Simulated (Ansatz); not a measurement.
# Eu: how the settings move a single-point run

Aim: see which settings change the result for Eu, by how much, and at what cost.

Method: reference: DFT, PBE+U, PAW with Ansatz's default frozen-core files, scalar-relativistic, in Ansatz 0.2.0.

## Step 1: The system as given

It takes space group Fm-3m (No. 225, cubic). The conventional cell has a = 5.579 Å, b = 5.579 Å, c = 5.579 Å, α = 90.00°, β = 90.00°, γ = 90.00°. Eu (site symmetry m-3m) is surrounded by 12 Eu at 3.94 Å.

As a file:

```
Eu
1.0
     0.00000    2.78930    2.78930
     2.78930    0.00000    2.78930
     2.78930    2.78930    0.00000
Eu
1
Direct
  0.00000 0.00000 0.00000
```

## Step 2: Reference

input.yaml

```yaml
crystal:
  lattice:
    - [0.0, 2.7893026914, 2.7893026914]
    - [2.7893026914, 0.0, 2.7893026914]
    - [2.7893026914, 2.7893026914, 0.0]
  atoms:
    - { symbol: Eu, position: [0.0, 0.0, 0.0], spin: 7.0 }
magnetization:
  spin_polarized: true
kpoints:
  mp_grid: { grid: [9, 9, 9] }
scf:
  occupations: { method: fermi_dirac, width: 0.08 }
hamiltonian:
  xc: pbe
  pseudopotentials: { kind: paw }
  hubbard: { sites: [{ species: Eu, l: f, u_eff: 3 }] }
output:
  forces: true
  stress: true
  eigenvalues: true
  hubbard: { sites: [{ species: Eu, l: f }] }
  populations: true
```

On the command line:

```console
$ ansatz run input.yaml --threads 1 --pin off --max-ram 3072MiB --backend cpu --events-out ev --progress --plain --runs-dir out
```

## Step 3: Changed: occupations.method cold, occupations.width 0.3, preconditioner ldos

input.yaml, as its differences from that of step 2:

```diff
@@ -12,3 +12,4 @@
 scf:
-  occupations: { method: fermi_dirac, width: 0.08 }
+  occupations: { method: cold, width: 0.3 }
+  mixing: { preconditioner: ldos }
 hamiltonian:
@@ -21,3 +22,2 @@
   eigenvalues: true
-  hubbard: { sites: [{ species: Eu, l: f }] }
   populations: true
```

**Question.** What will these runs give? Wanted: for each run, ending; energy change; pressure; abs. moment; force.

**Answer**, as computed:

| run | ending | energy change | pressure (GPa) | abs. moment (μB) | force (eV/Å) | cycles | time |
| --- | --- | --- | --- | --- | --- | --- | --- |
| reference | converged | 0 | 0.7 | 7.51 | 0.00 | 14 | 10 s |
| 1: occupations.method cold, occupations.width 0.3, preconditioner ldos | converged | +1.0 meV/atom (σ→0) | 0.6 | 7.51 | 0.00 | 14 | 11 s |

Times don't compare one to one where runs were asked for different outputs or read a saved state (see the inputs); cycles may leave out searches for a lower state.

Residual by cycle in the longest SCF loop of each run; runs are numbered as in the table. The quantity is the density residual dr2, in eV.

| cycle | reference | run 1 |
| --- | --- | --- |
| 1 | 1.46 | 0.551 |
| 2 | 0.0842 | 0.371 |
| 3 | 0.148 | 0.68 |
| 4 | 0.114 | 0.0368 |
| 5 | 0.0235 | 0.0106 |
| 6 | 7.2e-4 | 0.00256 |
| 7 | 7.7e-4 | 1.8e-4 |
| 8 | - | 3.9e-6 |

What this shows: Changing the smearing and mixing moves the energy by +1.0 meV/atom (σ→0 values).
